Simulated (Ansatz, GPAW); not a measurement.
Given: the input of a run of Ansatz 0.2.0 on V. 

The input input.yaml:

```yaml
crystal:
  lattice:
    - [-1.51435, 1.51435, 1.51435]
    - [1.51435, -1.51435, 1.51435]
    - [1.51435, 1.51435, -1.51435]
  atoms:
    - { symbol: V, position: [0.0, 0.0, 0.0], spin: 2.0 }
kpoints:
  mp_grid: { grid: [12, 12, 12] }
scf:
  occupations: { method: gaussian, width: 0.012 }
hamiltonian:
  xc: pbe
  pseudopotentials: { kind: all_electron, lapw: { basis_error: 0.001 } }
magnetization:
  spin_polarized: true
output:
  forces: true
  stress: true
  eigenvalues: true
```

Potentials or basis: all-electron LAPW, scalar-relativistic.

Run with:

```console
$ ansatz run input.yaml --threads 2 --pin off --max-ram 6144MiB --backend cpu --events-out ev --progress --plain --runs-dir out
```

Problem. Translate it to GPAW 26.7.0 (ASE script). Potentials or basis there: GPAW PAW data sets (gpaw-data 1.2.1), cutoff 600 eV.

Solution. As run (cutoffs and basis follow the program's own potentials, and thresholds, step limits or extra output files can differ):

The input run.py:

```python
from ase import Atoms
from ase.dft.bandgap import bandgap
from ase.io import write
from ase.units import Bohr, GPa
from gpaw import GPAW, PW
from gpaw.elf import elf_from_dft_calculation

atoms = Atoms(['V'],
              cell=[[-1.51435, 1.51435, 1.51435],
                    [1.51435, -1.51435, 1.51435],
                    [1.51435, 1.51435, -1.51435]],
              scaled_positions=[[0.0, 0.0, 0.0]],
              pbc=True)
atoms.set_initial_magnetic_moments([2.0])

calc = GPAW(mode=PW(600),
            xc='PBE',
            kpts={'size': (12, 12, 12), 'gamma': True},
            occupations={'name': 'methfessel-paxton', 'order': 0, 'width': 0.012},
            nbands=15,
            convergence={'density': 1e-05, 'energy': 1e-05},
            maxiter=150,
            txt='gpaw.txt')
atoms.calc = calc
energy = atoms.get_potential_energy()
forces = atoms.get_forces()
stress = atoms.get_stress()
calc.write('gs.gpw')
write('result.traj', atoms)
print(f'Energy: {energy:.6f} eV')
print('Forces (eV/A):')
print(forces.round(4))
print('Stress (GPa):', (stress / GPa).round(3))
print('Moments:', calc.get_magnetic_moments().round(3))
print('Fermi level:', round(calc.get_fermi_level(), 4), 'eV')
print(f'Gap: {bandgap(calc)[0]:.4f} eV, direct: {bandgap(calc, direct=True)[0]:.4f} eV')

# fields on the real-space grid
write('density.cube', atoms, data=calc.get_pseudo_density() * Bohr**3)
write('potential.cube', atoms, data=calc.get_electrostatic_potential())
write('spin.cube', atoms, data=(calc.get_pseudo_density(spin=0) - calc.get_pseudo_density(spin=1)) * Bohr**3)
write('elf.cube', atoms, data=elf_from_dft_calculation(calc).data)
```

Potentials or basis: GPAW PAW data sets (gpaw-data 1.2.1), pw.

The run is started by

```bash
$ OMP_NUM_THREADS=1 python run.py
```

Both were run:

|  | Ansatz | GPAW |
| --- | --- | --- |
| Pressure | -5.3 GPa | -4.2 GPa |
| Net moment | 0.12 μB per cell | 0.10 μB per cell |

Where Ansatz's input types no cutoff or centring, it takes its own default and a Γ-centred mesh.

The magnetic state is the one that the start led to; the real crystal's order can differ.

Pressure is positive in compression.
